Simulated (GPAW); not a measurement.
Runs of GPAW 26.7.0 on BeS. The structure is cubic, space group F-43m (No. 216). The conventional cell has a = 4.850 Å, b = 4.850 Å, c = 4.850 Å, α = 90.00°, β = 90.00°, γ = 90.00°. S (site symmetry -43m) has 4 Be at 2.10 Å as nearest neighbours. Be (site symmetry -43m) has 4 S at 2.10 Å as nearest neighbours. 

```csv
task,level,k mesh,smearing,maxiter,exx fractions,response ecut,response k mesh,response bands,other keys,mesh quality,gap on the mesh (eV)
single point,PBE,8 × 8 × 8,fermi-dirac 0.05 eV,80,-,-,-,-,-,not flagged,3.10
one-shot levels on a semilocal density,SCAN,6 × 6 × 6,fermi-dirac 0.05 eV,60,SCAN0 0.25,-,-,-,"several, not listed",coarse,(a)
dielectric tensor,PBE,8 × 8 × 8,fermi-dirac 0.001 eV,150,-,80 eV,24 × 24 × 24,20,-,not flagged,3.10
hybrid scf,r2SCAN-EpsX,5 × 5 × 5,fermi-dirac 0.05 eV,80,-,-,-,-,"several, not listed",coarse,5.10
```

Alike in all rows: potentials or basis GPAW PAW data sets (gpaw-data 1.2.1), pw; no spin polarisation; cell as given; cutoff (eV) 600.

Task: Fill in the values left out.

Result: (a) 3.57.

Caveats: some runs use coarse meshes; energy and the plain gap are those of the semilocal run (some runs); the hybrids' values are one shot on its orbitals and mesh (some runs); the long-wavelength limit can be off by a per cent or two (some runs); the scaled meta-GGA exchange is a class typed in the script (some runs); an odd mesh through Γ misses points on the zone boundary, where band edges often lie (some runs).
